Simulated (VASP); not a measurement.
**MgO in VASP: one cell, several levels of theory**

Wurtzite MgO, under -4.0 % strain along z alone is computed at one geometry. Runs: PBE, r2SCAN. The results are then set beside those of Ansatz 0.2.0 for the same cell. This is a trial cell built on a prototype, not taken from a measured structure, and it needn't be the compound's ground state.

Code: VASP 6.6.1. PAW datasets, plane waves. Note: simulated data, non-magnetic, for a generated structure that need not be the stable one.

## Step 1: Starting point

The cell comes from an earlier relaxation with r2SCAN in another program, then strained, with the atoms relaxed again.

Space group P6_3mc (No. 186), hexagonal; conventional cell a = 3.288 Å, c = 4.833 Å, 11.31 Å³ an atom. Near Mg stand 4 O at 1.95–1.98 Å; near O stand 4 Mg at 1.95–1.98 Å.

Coordinates:

```cif
data_structure
_symmetry_space_group_name_H-M 'P6_3mc'
_symmetry_Int_Tables_number 186
_cell_length_a 3.2882
_cell_length_b 3.2882
_cell_length_c 4.8330
_cell_angle_alpha 90.000
_cell_angle_beta 90.000
_cell_angle_gamma 120.000
_cell_volume 45.26
loop_
_atom_site_label
_atom_site_type_symbol
_atom_site_symmetry_multiplicity
_atom_site_Wyckoff_symbol
_atom_site_fract_x
_atom_site_fract_y
_atom_site_fract_z
_atom_site_occupancy
Mg1 Mg 2 b 0.33333 0.66667 0.98278 1
O1 O 2 b 0.33333 0.66667 0.39222 1
```

## Step 2: PBE at this geometry

File INCAR:

```
ENCUT = 520.000000
SIGMA = 0.020000
EDIFF = 1.00e-07
GGA = PE
PREC = Accurate
IBRION = -1
ISIF = 2
ISMEAR = -1
NBANDS = 16
NELM = 120
NSW = 0
LASPH = .TRUE.
LCHARG = .FALSE.
LWAVE = .FALSE.
LREAL = .FALSE.
```

File KPOINTS:

```
KPOINTS created by Atomic Simulation Environment
0
Gamma
12 12 6
0 0 0
```

File KPOINTS_OPT:

```
special points
6
Reciprocal
0.0000000000 0.0000000000 0.0000000000 1
0.5000000000 0.0000000000 0.0000000000 1
0.3333333333 0.3333333333 0.0000000000 1
0.0000000000 0.0000000000 0.5000000000 1
0.5000000000 0.0000000000 0.5000000000 1
0.3333333333 0.3333333333 0.5000000000 1
```

File POSCAR:

```
Mg O
 1.0000000000000000
     3.2882172281021651   -0.0000000000288675    0.0000000000000000
    -1.6441086140260825    2.8476796527125590    0.0000000000000000
     0.0000000000000000    0.0000000000000000    4.8329916237999999
 Mg  O
   2   2
Cartesian
  0.0000000000166667  1.8984531017987498 -0.0832378256627108
  1.6441086140594161  0.9492265508849411  2.3332579862372889
  0.0000000000166667  1.8984531017987498  1.8956096845877104
  1.6441086140594161  0.9492265508849411  4.3121054964877086
```

The run uses the recommended PBE PAW datasets (16 valence electrons a neutral cell).

The run is started by

```console
$ mpirun -np 1 vasp_std
```

Standard output, without the iteration lines:

```text
POSCAR found type information on POSCAR MgO
 POSCAR found :  2 types and       4 ions
 LDA part: xc-table for (Slater+PW92), standard interpolation
 POSCAR, INCAR and KPOINTS ok, starting setup
 FFT: planning ... GRIDC
 FFT: planning ... GRID_SOFT
 FFT: planning ... GRID
 WAVECAR not read
 entering main loop
 Start KPOINTS_OPT (optional k-point list driver)
k-point batch [1-6\6]
```

OSZICAR:

```text
N       E                     dE             d eps       ncg     rms          rms(c)
DAV:   1     0.595072588444E+02    0.59507E+02   -0.75834E+03  2440   0.887E+02
DAV:   2    -0.239863980700E+02   -0.83494E+02   -0.77429E+02  3344   0.197E+02
DAV:   3    -0.277215449003E+02   -0.37351E+01   -0.37277E+01  2800   0.432E+01
DAV:   4    -0.277363627822E+02   -0.14818E-01   -0.14818E-01  2896   0.318E+00
DAV:   5    -0.277364353325E+02   -0.72550E-04   -0.72550E-04  2808   0.212E-01    0.117E+01
DAV:   6    -0.234989045622E+02    0.42375E+01   -0.11807E+01  2432   0.261E+01    0.372E+00
DAV:   7    -0.234596666140E+02    0.39238E-01   -0.15183E-01  2448   0.312E+00    0.218E+00
DAV:   8    -0.234542318080E+02    0.54348E-02   -0.88032E-02  2552   0.326E+00    0.488E-01
DAV:   9    -0.234519330572E+02    0.22988E-02   -0.31240E-03  3016   0.514E-01    0.164E-01
DAV:  10    -0.234526350001E+02   -0.70194E-03   -0.14079E-03  2472   0.246E-01    0.312E-02
DAV:  11    -0.234526537825E+02   -0.18782E-04   -0.13496E-05  2888   0.283E-02    0.190E-02
DAV:  12    -0.234526547315E+02   -0.94897E-06   -0.74320E-06  2464   0.239E-02    0.364E-03
DAV:  13    -0.234526546918E+02    0.39676E-07   -0.70157E-07  2552   0.704E-03
   1 F= -.23452655E+02 E0= -.23452655E+02  d E =-.331521E-12
       N       E                     dE             ncg
DAV:   1     0.187249432362E+04   -0.25542E+04      192
DAV:   2     0.141375818008E+04   -0.45874E+03      272
DAV:   3     0.139516209819E+04   -0.18596E+02      216
DAV:   4     0.139508584027E+04   -0.76258E-01      224
DAV:   5     0.139508540613E+04   -0.43414E-03      216
DAV:   6     0.139508540281E+04   -0.33200E-05      232
DAV:   7     0.139508540278E+04   -0.27284E-07      168
```

The lines after F= are the extra pass for the points of KPOINTS_OPT, at fixed density; their E is not a total energy.

OUTCAR, selected sections:

```text
k-points           NKPTS =     76   k-points in BZ     NKDIM =     76   number of bands    NBANDS=     16

   NELECT =      16.0000    total number of electrons

   dimension x,y,z NGX =    24 NGY =   24 NGZ =   36
   dimension x,y,z NGXF=    48 NGYF=   48 NGZF=   72

  energy-cutoff  :      520.00
  volume of cell :       45.26
      direct lattice vectors                 reciprocal lattice vectors
     3.288217228 -0.000000000  0.000000000     0.304116161  0.175581547  0.000000000
    -1.644108614  2.847679653  0.000000000     0.000000000  0.351163095  0.000000000
     0.000000000  0.000000000  4.832991624     0.000000000  0.000000000  0.206911180

 k-points in reciprocal lattice and weights: KPOINTS created by Atomic Simulation Env
   0.00000000  0.00000000  0.00000000       0.001
   0.08333333 -0.00000000  0.00000000       0.007
   0.16666667 -0.00000000  0.00000000       0.007
   0.25000000 -0.00000000  0.00000000       0.007
   0.33333333  0.00000000  0.00000000       0.007
   0.41666667 -0.00000000  0.00000000       0.007
   0.50000000 -0.00000000  0.00000000       0.003
   0.08333333  0.08333333  0.00000000       0.007
[... 68 more k-points ...]

 E-fermi :   1.9620

 k-point     1 :       0.0000    0.0000    0.0000
  band No.  band energies     occupation
      1     -15.0135      2.00000
      2     -14.0833      2.00000
      3      -1.9780      2.00000
      4       0.5179      2.00000
      5       0.5179      2.00000
      6       0.9154      2.00000
      7       0.9154      2.00000
      8       1.5047      2.00000
      9       5.0986      0.00000
     10      10.2956      0.00000
     11      12.2559      0.00000
     12      15.6040      0.00000
     13      15.6040      0.00000
     14      17.6502      0.00000
     15      18.1362      0.00000
     16      18.1362      0.00000

 k-point     2 :       0.0833   -0.0000    0.0000
  band No.  band energies     occupation
      1     -14.9764      2.00000
      2     -14.0724      2.00000
      3      -1.9102      2.00000
      4       0.3552      2.00000
      5       0.4679      2.00000
      6       0.6896      2.00000
      7       0.9256      2.00000
      8       1.4752      2.00000
      9       5.4351      0.00000
     10      10.4937      0.00000
     11      12.1811      0.00000
     12      14.7203      0.00000
     13      15.7282      0.00000
     14      17.5749      0.00000
     15      18.1126      0.00000
     16      18.2118      0.00000

 k-point     3 :       0.1667   -0.0000    0.0000
  band No.  band energies     occupation
      1     -14.8709      2.00000
      2     -14.0453      2.00000
      3      -1.7132      2.00000
      4      -0.1384      2.00000
      5       0.2747      2.00000
      6       0.3493      2.00000
      7       0.9369      2.00000
      8       1.3820      2.00000
      9       6.2350      0.00000
     10      10.9471      0.00000
     11      11.9890      0.00000
     12      13.4964      0.00000
     13      16.0441      0.00000
     14      16.2915      0.00000
     15      17.2841      0.00000
     16      17.4001      0.00000

 k-point     4 :       0.2500   -0.0000    0.0000
  band No.  band energies     occupation
      1     -14.7157      2.00000
      2     -14.0158      2.00000
      3      -1.4097      2.00000
      4      -0.7675      2.00000
      5      -0.1276      2.00000
      6       0.2108      2.00000
      7       0.9321      2.00000
      8       1.2194      2.00000
      9       7.1979      0.00000
     10      11.0827      0.00000
     11      11.7374      0.00000
     12      12.8948      0.00000
     13      15.0308      0.00000
     14      16.2179      0.00000
     15      16.6499      0.00000
     16      16.9582      0.00000

 k-point     5 :       0.3333    0.0000    0.0000
  band No.  band energies     occupation
      1     -14.5403      2.00000
      2     -14.0016      2.00000
      3      -1.3399      2.00000
      4      -1.0122      2.00000
      5      -0.4694      2.00000
      6       0.0878      2.00000
      7       0.9151      2.00000
      8       0.9881      2.00000
      9       8.1333      0.00000
     10      10.6177      0.00000
     11      11.3112      0.00000
     12      13.1003      0.00000
     13      14.2479      0.00000
     14      15.8638      0.00000
     15      16.2542      0.00000
     16      17.2339      0.00000

[... the tables of k-points 6 to 76 left out ...]

  Total        2.3984722      2.3984722      2.1107902      0.0000000      0.0000000     -0.0000000
  in kB       84.9136682     84.9136682     74.7287940      0.0000000      0.0000000     -0.0000000
  external PRESSURE =      81.5187101 kB  Pullay stress =       0.0000000 kB

 POSITION                                       TOTAL-FORCE (eV/Angst)
 -----------------------------------------------------------------------------------
      0.00000      1.89845      4.74975        -0.000000      0.000000     -0.021169
      1.64411      0.94923      2.33326         0.000000     -0.000000     -0.021169
      0.00000      1.89845      1.89561         0.000000     -0.000000      0.021169
      1.64411      0.94923      4.31211         0.000000      0.000000      0.021169
 -----------------------------------------------------------------------------------
    total drift:                               -0.000000     -0.000000     -0.000652

  FREE ENERGIE OF THE ION-ELECTRON SYSTEM (eV)
  ---------------------------------------------------
  free  energy   TOTEN  =       -23.4526546918 eV

  energy  without entropy=      -23.4526546918  energy(sigma->0) =      -23.45265469
```

Hardware: 1 MPI rank of Intel Xeon Platinum 8488C, shared host.

The levels at the points of KPOINTS_OPT are read from vasprun.xml.

Levels at the named points, in eV from the top of band v (v: the last filled band by count, c: the next):

```
point    v−1      v     c   c+1
    Γ  -0.59   0.00  3.59  8.79
    M  -0.94  -0.61  7.77  8.30
    K  -1.35  -1.35  8.26  8.45
    A  -0.79  -0.79  6.20  6.20
    L  -0.80  -0.80  7.46  7.46
    H  -0.44  -0.44  8.52  8.52
```

Gap with PBE: 3.59 eV, direct (Γ). Pressure: 8.15 GPa, and the largest force is 0.021 eV/Å, on atom 1 (Mg).

## Step 3: r2SCAN at this geometry

File INCAR:

```
ENCUT = 520.000000
SIGMA = 0.010000
EDIFF = 1.00e-07
ALGO = Normal
METAGGA = R2SCAN
PREC = Accurate
IBRION = -1
ISIF = 2
ISMEAR = 0
NBANDS = 16
NELM = 120
NSW = 0
LASPH = .TRUE.
LCHARG = .FALSE.
LWAVE = .FALSE.
LREAL = .FALSE.
```

KPOINTS is that of step 2.

KPOINTS_OPT is that of step 2.

POSCAR is that of step 2.

The run is started by

```console
$ mpirun -np 1 vasp_std
```

Printed to the terminal (iteration lines stand in OSZICAR):

```text
POSCAR found type information on POSCAR MgO
 POSCAR found :  2 types and       4 ions
 -----------------------------------------------------------------------------
|                                                                             |
|                                                                             |
|     You enforced a specific xc type in the INCAR file but a different       |
|     I HOPE YOU KNOW WHAT YOU ARE DOING!                                     |
|                                                                             |
 -----------------------------------------------------------------------------

 LDA part: xc-table for (None), standard interpolation
 POSCAR, INCAR and KPOINTS ok, starting setup
 FFT: planning ... GRIDC
 FFT: planning ... GRID_SOFT
 FFT: planning ... GRID
 WAVECAR not read
 entering main loop
 Start KPOINTS_OPT (optional k-point list driver)
k-point batch [1-6\6]
```

OSZICAR:

```text
N       E                     dE             d eps       ncg     rms          rms(c)
DAV:   1     0.506089067342E+02    0.50609E+02   -0.78685E+03  2440   0.920E+02
DAV:   2    -0.365900269354E+02   -0.87199E+02   -0.80927E+02  3328   0.205E+02
DAV:   3    -0.405135512151E+02   -0.39235E+01   -0.39157E+01  2816   0.450E+01
DAV:   4    -0.405301152358E+02   -0.16564E-01   -0.16564E-01  2936   0.341E+00
DAV:   5    -0.405302017157E+02   -0.86480E-04   -0.86480E-04  2840   0.238E-01    0.111E+01
DAV:   6    -0.315023071263E+02    0.90279E+01   -0.75187E+00  2432   0.203E+01    0.302E+00
DAV:   7    -0.317911589506E+02   -0.28885E+00   -0.50499E-01  2704   0.482E+00    0.230E+00
DAV:   8    -0.318454730241E+02   -0.54314E-01   -0.14324E-01  2440   0.417E+00    0.945E-01
DAV:   9    -0.318340544466E+02    0.11419E-01   -0.53142E-02  2640   0.206E+00    0.310E-01
DAV:  10    -0.318336150476E+02    0.43940E-03   -0.45914E-03  2464   0.628E-01    0.321E-02
DAV:  11    -0.318336409680E+02   -0.25920E-04   -0.17003E-04  2680   0.115E-01    0.431E-03
DAV:  12    -0.318336437067E+02   -0.27387E-05   -0.68115E-06  2880   0.191E-02    0.104E-02
DAV:  13    -0.318336418760E+02    0.18307E-05   -0.41511E-06  2584   0.172E-02    0.418E-04
DAV:  14    -0.318336414875E+02    0.38846E-06   -0.94914E-08  1960   0.262E-03    0.654E-04
DAV:  15    -0.318336414080E+02    0.79529E-07   -0.23613E-08  1320   0.136E-03
   1 F= -.31833641E+02 E0= -.31833641E+02  d E =-.949434E-51
       N       E                     dE             ncg
DAV:   1     0.182934858376E+04   -0.25974E+04      192
DAV:   2     0.134963995642E+04   -0.47971E+03      272
DAV:   3     0.133083183487E+04   -0.18808E+02      216
DAV:   4     0.133075660592E+04   -0.75229E-01      224
DAV:   5     0.133075616583E+04   -0.44009E-03      216
DAV:   6     0.133075616230E+04   -0.35280E-05      232
DAV:   7     0.133075616227E+04   -0.32526E-07      176
```

From OUTCAR:

```text
k-points           NKPTS =     76   k-points in BZ     NKDIM =     76   number of bands    NBANDS=     16

   NELECT =      16.0000    total number of electrons

   dimension x,y,z NGX =    24 NGY =   24 NGZ =   36
   dimension x,y,z NGXF=    48 NGYF=   48 NGZF=   72

  energy-cutoff  :      520.00
  volume of cell :       45.26
      direct lattice vectors                 reciprocal lattice vectors
     3.288217228 -0.000000000  0.000000000     0.304116161  0.175581547  0.000000000
    -1.644108614  2.847679653  0.000000000     0.000000000  0.351163095  0.000000000
     0.000000000  0.000000000  4.832991624     0.000000000  0.000000000  0.206911180

 k-points in reciprocal lattice and weights: KPOINTS created by Atomic Simulation Env
   0.00000000  0.00000000  0.00000000       0.001
   0.08333333 -0.00000000  0.00000000       0.007
   0.16666667 -0.00000000  0.00000000       0.007
   0.25000000 -0.00000000  0.00000000       0.007
   0.33333333  0.00000000  0.00000000       0.007
   0.41666667 -0.00000000  0.00000000       0.007
   0.50000000 -0.00000000  0.00000000       0.003
   0.08333333  0.08333333  0.00000000       0.007
[... 68 more k-points ...]

 E-fermi :   1.1848

 k-point     1 :       0.0000    0.0000    0.0000
  band No.  band energies     occupation
      1     -16.3807      2.00000
      2     -15.4776      2.00000
      3      -2.4068      2.00000
      4       0.0750      2.00000
      5       0.0750      2.00000
      6       0.4740      2.00000
      7       0.4740      2.00000
      8       1.0821      2.00000
      9       5.3493      0.00000
     10      10.7579      0.00000
     11      12.7112      0.00000
     12      16.1268      0.00000
     13      16.1268      0.00000
     14      18.2299      0.00000
     15      18.8168      0.00000
     16      18.8168      0.00000

 k-point     2 :       0.0833   -0.0000    0.0000
  band No.  band energies     occupation
      1     -16.3447      2.00000
      2     -15.4671      2.00000
      3      -2.3390      2.00000
      4      -0.0842      2.00000
      5       0.0245      2.00000
      6       0.2627      2.00000
      7       0.4849      2.00000
      8       1.0520      2.00000
      9       5.6766      0.00000
     10      10.9593      0.00000
     11      12.6260      0.00000
     12      15.2263      0.00000
     13      16.2577      0.00000
     14      18.2317      0.00000
     15      18.7559      0.00000
     16      18.8615      0.00000

 k-point     3 :       0.1667   -0.0000    0.0000
  band No.  band energies     occupation
      1     -16.2423      2.00000
      2     -15.4412      2.00000
      3      -2.1424      2.00000
      4      -0.5627      2.00000
      5      -0.1436      2.00000
      6      -0.0951      2.00000
      7       0.4977      2.00000
      8       0.9576      2.00000
      9       6.4756      0.00000
     10      11.4135      0.00000
     11      12.4128      0.00000
     12      13.9852      0.00000
     13      16.5896      0.00000
     14      16.8919      0.00000
     15      17.9462      0.00000
     16      17.9984      0.00000

 k-point     4 :       0.2500   -0.0000    0.0000
  band No.  band energies     occupation
      1     -16.0920      2.00000
      2     -15.4131      2.00000
      3      -1.8403      2.00000
      4      -1.1817      2.00000
      5      -0.5451      2.00000
      6      -0.2347      2.00000
      7       0.4943      2.00000
      8       0.7934      2.00000
      9       7.4582      0.00000
     10      11.4804      0.00000
     11      12.1884      0.00000
     12      13.4027      0.00000
     13      15.5900      0.00000
     14      16.7562      0.00000
     15      17.3388      0.00000
     16      17.5741      0.00000

 k-point     5 :       0.3333    0.0000    0.0000
  band No.  band energies     occupation
      1     -15.9226      2.00000
      2     -15.3998      2.00000
      3      -1.7577      2.00000
      4      -1.4400      2.00000
      5      -0.8868      2.00000
      6      -0.3586      2.00000
      7       0.4784      2.00000
      8       0.5615      2.00000
      9       8.4213      0.00000
     10      10.9632      0.00000
     11      11.7618      0.00000
     12      13.6747      0.00000
     13      14.7604      0.00000
     14      16.3859      0.00000
     15      16.9744      0.00000
     16      17.8922      0.00000

[... the tables of k-points 6 to 76 left out ...]

  Total        1.1796171      1.1796171      0.9306609      0.0000000      0.0000000      0.0000000
  in kB       41.7622586     41.7622586     32.9484021      0.0000000      0.0000000      0.0000000
  external PRESSURE =      38.8243064 kB  Pullay stress =       0.0000000 kB

 POSITION                                       TOTAL-FORCE (eV/Angst)
 -----------------------------------------------------------------------------------
      0.00000      1.89845      4.74975         0.000000      0.000000      0.006309
      1.64411      0.94923      2.33326        -0.000000     -0.000000      0.006309
      0.00000      1.89845      1.89561        -0.000000     -0.000000     -0.006309
      1.64411      0.94923      4.31211        -0.000000     -0.000000     -0.006309
 -----------------------------------------------------------------------------------
    total drift:                                0.000000      0.000000      0.030988

  FREE ENERGIE OF THE ION-ELECTRON SYSTEM (eV)
  ---------------------------------------------------
  free  energy   TOTEN  =       -31.8336414080 eV

  energy  without entropy=      -31.8336414080  energy(sigma->0) =      -31.83364141
```

Hardware: 1 MPI rank of Intel Xeon Platinum 8488C, shared host.

The levels at the points of KPOINTS_OPT are read from vasprun.xml.

Levels at the named points, in eV from the top of band v (v: the last filled band by count, c: the next):

```
point    v−1      v     c   c+1
    Γ  -0.61   0.00  4.27  9.68
    M  -0.94  -0.63  8.50  9.08
    K  -1.36  -1.36  8.99  9.16
    A  -0.81  -0.81  6.91  6.91
    L  -0.81  -0.81  8.19  8.19
    H  -0.45  -0.45  9.25  9.25
```

r2SCAN gives a direct gap of 4.27 eV at Γ. Pressure: 3.88 GPa; the forces vanish within 0.01 eV/Å.

## Step 4: Summary

```
 level  gap (eV)  pressure (GPa)  Ansatz: gap (eV)  Ansatz: pressure (GPa)
   PBE      3.59            8.15              3.61                    8.50
r2SCAN      4.27            3.88              4.28                    4.41
```

The gap spans 3.59 eV (PBE) to 4.27 eV (r2SCAN). The pressure is highest with PBE (8.2 GPa) and lowest with r2SCAN (3.9 GPa), which orders the cells that they would relax to. The two programs agree on the gap within 0.03 eV, far less than the spread between functionals. Datasets and cutoffs are each program's own. VASP's cell holds 16 valence electrons and Ansatz's 32.
